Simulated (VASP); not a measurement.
**VASP 6.6.1 run: CdSe**

INCAR

```
EDIFF = 1E-7
ISIF = 2
LREAL = .FALSE.
LCHARG = .FALSE.
NBANDS = 16
IBRION = -1
PREC = Low
NSW = 0
ENCUT = 520
GGA = CA
ISMEAR = 0
ISYM = 0
SIGMA = 0.01
LWAVE = .FALSE.
NELM = 99
LASPH = .TRUE.
ALGO = All
```

KPOINTS

```
KPOINTS created by Atomic Simulation Environment
0
Gamma
4 4 4
0 0 0
```

POSCAR

```
Cd Se
 1.0000000000000000
    -0.0000000000000000    3.0677809653893693    3.0677809653893693
     3.0677809653893693    0.0000000000000000    3.0677809653893693
     3.0677809653893693    3.0677809653893693    0.0000000000000000
 Cd  Se
   1   1
Cartesian
  0.0000000000000000  0.0000000000000000  0.0000000000000000
  1.5338904826946846  1.5338904826946846  1.5338904826946846
```

The recommended LDA PAW datasets give the neutral cell 18 valence electrons.

Command

```
mpirun -np 1 vasp_std
```

OSZICAR

```
N       E                     dE             d eps       ncg     rms           ort
DAV:   1     0.108768581940E+03    0.10877E+03   -0.95512E+03   576   0.108E+03
DAV:   2    -0.280030511297E+01   -0.11157E+03   -0.10522E+03   576   0.249E+02
DAV:   3    -0.705679877572E+01   -0.42565E+01   -0.42503E+01   576   0.508E+01
DAV:   4    -0.707565866650E+01   -0.18860E-01   -0.18859E-01   576   0.341E+00
DAV:   5    -0.707577423457E+01   -0.11557E-03   -0.11557E-03   576   0.229E-01
SDA:   6    -0.615947595966E+01    0.91630E+00   -0.11557E-03   576   0.201E+01   0.000E+00
CGA:   7    -0.660032410489E+01   -0.44085E+00   -0.44072E+00   576   0.207E+00   0.456E-02
CGA:   8    -0.666660338247E+01   -0.66279E-01   -0.66440E-01   576   0.325E-01  -0.122E-02
CGA:   9    -0.667983435742E+01   -0.13231E-01   -0.13210E-01   576   0.323E-02   0.108E-03
CGA:  10    -0.668101672529E+01   -0.11824E-02   -0.11822E-02   576   0.367E-03   0.909E-06
CGA:  11    -0.668113560302E+01   -0.11888E-03   -0.11888E-03   576   0.547E-04  -0.611E-07
CGA:  12    -0.668115263428E+01   -0.17031E-04   -0.17031E-04   576   0.753E-05   0.297E-08
CGA:  13    -0.668115563245E+01   -0.29982E-05   -0.29984E-05   576   0.102E-05  -0.199E-08
CGA:  14    -0.668115611438E+01   -0.48193E-06   -0.48192E-06   576   0.132E-06   0.133E-09
CGA:  15    -0.668115617252E+01   -0.58137E-07   -0.58128E-07   576   0.196E-07   0.401E-10
   1 F= -.66811562E+01 E0= -.66811562E+01  d E =-.288204E-38
```

From OUTCAR

```
k-points           NKPTS =     36   k-points in BZ     NKDIM =     36   number of bands    NBANDS=     16

   NELECT =      18.0000    total number of electrons

   dimension x,y,z NGX =    24 NGY =   24 NGZ =   24
   dimension x,y,z NGXF=    24 NGYF=   24 NGZF=   24

  energy-cutoff  :      520.00
  volume of cell :       57.74
      direct lattice vectors                 reciprocal lattice vectors
     0.000000000  3.067780965  3.067780965    -0.162984257  0.162984257  0.162984257
     3.067780965  0.000000000  3.067780965     0.162984257 -0.162984257  0.162984257
     3.067780965  3.067780965  0.000000000     0.162984257  0.162984257 -0.162984257

 k-points in reciprocal lattice and weights: KPOINTS created by Atomic Simulation Env
   0.00000000  0.00000000  0.00000000       0.016
   0.25000000  0.00000000  0.00000000       0.031
   0.00000000  0.25000000  0.00000000       0.031
   0.00000000  0.00000000  0.25000000       0.031
   0.25000000  0.25000000  0.25000000       0.031
   0.50000000  0.00000000  0.00000000       0.016
   0.00000000  0.50000000  0.00000000       0.016
   0.00000000  0.00000000  0.50000000       0.016
   ...

 E-fermi :   0.7224

 k-point     1 :       0.0000    0.0000    0.0000
  band No.  band energies     occupation
      1     -11.8645      2.00000
      2      -7.2640      2.00000
      3      -7.2640      2.00000
      4      -7.2640      2.00000
      5      -6.9149      2.00000
      6      -6.9149      2.00000
      7       0.6327      2.00000
      8       0.6327      2.00000
      9       0.6328      2.00000
     10       0.9201      0.00000
     11       6.4005      0.00000
     12       6.4005      0.00000
     13       6.4005      0.00000
     14       9.9938      0.00000
     15      11.6410      0.00000
     16      11.6410      0.00000

 k-point     2 :       0.2500    0.0000    0.0000
  band No.  band energies     occupation
      1     -11.6868      2.00000
      2      -7.2127      2.00000
      3      -7.2127      2.00000
      4      -7.0644      2.00000
      5      -6.9131      2.00000
      6      -6.9131      2.00000
      7      -2.0624      2.00000
      8       0.2406      2.00000
      9       0.2406      2.00000
     10       2.6755      0.00000
     11       6.3613      0.00000
     12       6.9106      0.00000
     13       6.9106      0.00000
     14      10.4289      0.00000
     15      10.5657      0.00000
     16      10.5657      0.00000

 k-point     3 :       0.0000    0.2500    0.0000
  band No.  band energies     occupation
      1     -11.6868      2.00000
      2      -7.2127      2.00000
      3      -7.2127      2.00000
      4      -7.0644      2.00000
      5      -6.9131      2.00000
      6      -6.9131      2.00000
      7      -2.0624      2.00000
      8       0.2406      2.00000
      9       0.2406      2.00000
     10       2.6755      0.00000
     11       6.3613      0.00000
     12       6.9106      0.00000
     13       6.9106      0.00000
     14      10.4289      0.00000
     15      10.5657      0.00000
     16      10.5657      0.00000

 ...

  Total       -0.9318358     -0.9318349     -0.9318361     -0.0005840     -0.0005821     -0.0005841
  in kB      -25.8551415    -25.8551173    -25.8551502     -0.0162043     -0.0161504     -0.0162074
  external PRESSURE =     -25.8551363 kB  Pullay stress =       0.0000000 kB

 POSITION                                       TOTAL-FORCE (eV/Angst)
 -----------------------------------------------------------------------------------
      0.00000      0.00000      0.00000        -0.000004      0.000002      0.000003
      1.53389      1.53389      1.53389         0.000004     -0.000002     -0.000003
 -----------------------------------------------------------------------------------
    total drift:                               -0.000179     -0.000178     -0.000182

  FREE ENERGIE OF THE ION-ELECTRON SYSTEM (eV)
  ---------------------------------------------------
  free  energy   TOTEN  =        -6.6811561725 eV

  energy  without entropy=       -6.6811561725  energy(sigma->0) =       -6.68115617
```

It converged. Results: gap between bands v and c on the k mesh 0.29 eV; least direct gap on the k mesh 0.29 eV; pressure -2.6 GPa. Band v is the last that the valence electrons fill when counted band by band, and c is the next.

These settings aren't sound, so the numbers aren't properties of the crystal.

On sound settings LDA gives a gap of 0.31 eV on its mesh and a pressure of -2.8 GPa for the intended cell.

The run took about 13 s on one core of a shared host (Intel Xeon Platinum 8488C) and held 0.16 GiB at most.
